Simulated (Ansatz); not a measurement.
# SiSe2

Method: PBE, scalar-relativistic; no spin polarisation; PAW, 420 eV, 6×6×6 k-mesh, Gaussian smearing of 0.05 eV; code Ansatz. The datasets are Ansatz's generated set soft_2.

```yaml
crystal:
  lattice:
    - [-3.35041, 5.59634, 2.96647]
    - [3.35041, -5.59634, 2.96647]
    - [3.35041, 5.59634, -2.96647]
  atoms:
    - { symbol: Si, position: [0.25000, 0.25000, 0.00000] }
    - { symbol: Si, position: [0.75000, 0.75000, 0.00000] }
    - { symbol: Se, position: [0.11013, 0.81249, 0.92263] }
    - { symbol: Se, position: [0.88987, 0.18751, 0.07737] }
    - { symbol: Se, position: [0.61013, 0.68751, 0.29764] }
    - { symbol: Se, position: [0.38987, 0.31249, 0.70236] }
```

The chain of runs began from a cell as deposited in COD, expanded in volume. The relaxation kept the space group but changed the cell's proportions, one axis by 6 % at equal volume, so the results may not describe the measured structure. The database's entry of this formula in the relaxed cell's space group, Ibam, has axes of 5.851 × 5.998 × 9.669 Å and 28.28 Å³/atom (1982), the relaxed one 5.933 × 6.701 × 11.193 Å and 37.08.

The cell is relaxed to zero pressure at this level.

```json
{"Space group": "Ibam (No. 72)", "Volume": "37.08 Å³/atom", "Band gap": "2.22 eV", "Smallest direct gap": "2.37 eV", "Bader charges": "Si 2.02; Se -1.01 e", "Formation energy from the elements (0 K, uncorrected)": "-0.46 eV/atom"}
```

Within 0.6 eV of the edges the projected states are 100 % Se 4p at the top of the valence band and 53 % Se 4p at the bottom of the conduction band. 

Kohn–Sham gaps of semilocal functionals lie under measured ones, often by a third or more. The structure is built of weakly bound chains, and this functional has no dispersion term, so their spacing and all that hangs on it (volume, the soft elastic constants, low modes, dielectric constants) are poorly given.
